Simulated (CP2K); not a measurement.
**CuO in CP2K: the effect of dispersion**

Crystal: CuO.

```
Cu O
1.0
     2.55255    0.00000    0.00000
     0.00000    2.55255    0.00000
     0.00000    0.00000    2.55255
Cu O
1 1
Direct
  0.00000 0.00000 0.00000
  0.50000 0.50000 0.50000
```

Measurements of this composition are mostly on another form, of space group No. 15.

Alike in all runs:

- Program: CP2K 2026.2
- Task: single point
- Functional: r2SCAN
- Potentials or basis: POTENTIAL_UZH Cu GTH-SCAN-q11, O GTH-SCAN-q6; TZVP-MOLOPT-SCAN-GTH basis
- Density cutoff: 11565 eV
- k mesh: 10 × 10 × 10
- Occupations: fermi-dirac, width 0.05 eV
- Spin: no spin polarisation

```tsv
dispersion	pressure (GPa)
none	15.2
D3(BJ)	?
D4	13.4
rVV10	13.3
D3(BJ)+ATM	12.9
```

Problem. What does the run with dispersion D3(BJ) give?

Solution. Pressure 12.0 GPa.

Caveats: the basis of atomic orbitals isn't converged, which shifts pressures, moduli and gaps; an odd number of electrons without spin polarisation forces a metal; a magnetic or distorted state may lie lower; the run has no spin polarisation, though such a crystal can be magnetic; pairwise dispersion overbinds metals, which lowers pressure and volume (some runs).
